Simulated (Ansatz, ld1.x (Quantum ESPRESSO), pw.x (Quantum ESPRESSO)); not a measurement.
# pw.x on sc K: one setting changed

Potential: PAW, ld1.x (Quantum ESPRESSO) 7.5, PBE; core [Ne], reference 3s2 3p6 4s1 4p0; waves: 3s (bound): rcut 1.80, rcutus 2.45 bohr; 4s (bound): rcut 1.80, rcutus 2.45 bohr; 3p (bound): rcut 2.00, rcutus 2.25 bohr; 4p (bound, empty): rcut 2.00, rcutus 2.25 bohr; 3d channel at 0.25 Ry: rcut 1.90, rcutus 2.30 bohr; local part: all-electron potential smoothed inside 1.95 bohr (lloc = -2); core correction: Bessel-smoothed model core inside 1.20 bohr; augmentation: BESSEL, radius 1.50 bohr.

The reference run (k-mesh 8³, cutoffs 40/320 Ry, Fermi–Dirac 0.01 Ry, mixing_beta 0.4, conv_thr 1e-9, no spin) gives -0.02 GPa at 79.807 Å³/atom, where all-electron LAPW gives -0.00 GPa. This run, with its own iteration cap, changes k-mesh shift to 1.

```
&control
  calculation='scf', prefix='x', pseudo_dir='./', outdir='./tmp', tstress=.true., disk_io='none'
/
&system
  ibrav=0, nat=1, ntyp=1, ecutwfc=40, ecutrho=320, nbnd=12,
  occupations='smearing', smearing='fd', degauss=0.01
/
&electrons
  conv_thr=1e-09, mixing_beta=0.4, electron_maxstep=50
/
ATOMIC_SPECIES
K 1.0 K.UPF
CELL_PARAMETERS angstrom
  4.30540154 0.00000000 0.00000000
  0.00000000 4.30540154 0.00000000
  0.00000000 0.00000000 4.30540154
ATOMIC_POSITIONS crystal
K 0.0000 0.0000 0.0000
K_POINTS automatic
8 8 8 1 1 1
```

```bash
pw.x < K.scf.in > K.scf.out
```

**Question.** How does the run end?

**Answer.** It converges in 7 iterations; the free energy moves by +1.0 meV/atom and the pressure by +0.01 GPa.

```
Message from routine setup:
     using ibrav=0 with symmetry is DISCOURAGED, use correct ibrav instead
     lattice parameter (alat)  =       8.1360  a.u.
     unit-cell volume          =     538.5643 (a.u.)^3
     number of electrons       =         9.00
     number of Kohn-Sham states=           12
     kinetic-energy cutoff     =      40.0000  Ry
     charge density cutoff     =     320.0000  Ry
     scf convergence threshold =      1.0E-09
     Exchange-correlation= SLA  PW   PBX  PBC
     number of k points=    20  Fermi-Dirac smearing, width (Ry)=  0.0100
     iteration #  1     ecut=    40.00 Ry     beta= 0.40
     total energy              =    -113.00591765 Ry
     estimated scf accuracy    <       0.00170413 Ry
     iteration #  2     ecut=    40.00 Ry     beta= 0.40
     total energy              =    -113.00584617 Ry
     estimated scf accuracy    <       0.00047197 Ry
     iteration #  3     ecut=    40.00 Ry     beta= 0.40
     total energy              =    -113.00588801 Ry
     estimated scf accuracy    <       0.00001845 Ry
     iteration #  4     ecut=    40.00 Ry     beta= 0.40
     total energy              =    -113.00589159 Ry
     estimated scf accuracy    <       0.00000016 Ry
     iteration #  5     ecut=    40.00 Ry     beta= 0.40
     total energy              =    -113.00589197 Ry
     estimated scf accuracy    <          2.7E-09 Ry
     iteration #  6     ecut=    40.00 Ry     beta= 0.40
     total energy              =    -113.00589197 Ry
     estimated scf accuracy    <          1.5E-09 Ry
     iteration #  7     ecut=    40.00 Ry     beta= 0.40
     the Fermi energy is     1.3972 ev
!    total energy              =    -113.00589197 Ry
     estimated scf accuracy    <          6.0E-11 Ry
     smearing contrib. (-TS)   =      -0.00365797 Ry
     The total energy is F=E-TS. E is the sum of the following terms:
     one-electron contribution =     -38.21515217 Ry
     hartree contribution      =      21.85622681 Ry
     xc contribution           =      -9.59290824 Ry
     ewald contribution        =     -28.24732731 Ry
     one-center paw contrib.   =     -58.80307308 Ry
     convergence has been achieved in   7 iterations
          total   stress  (Ry/bohr**3)                   (kbar)     P=       -0.13
     Message from routine punch:
     Nothing written, as per user request (disk_io='none')
```

The run took about 8.1 s on one core of a shared host (Intel(R) Xeon(R) 6975P-C, 64 threads, 248 GiB, load 27).
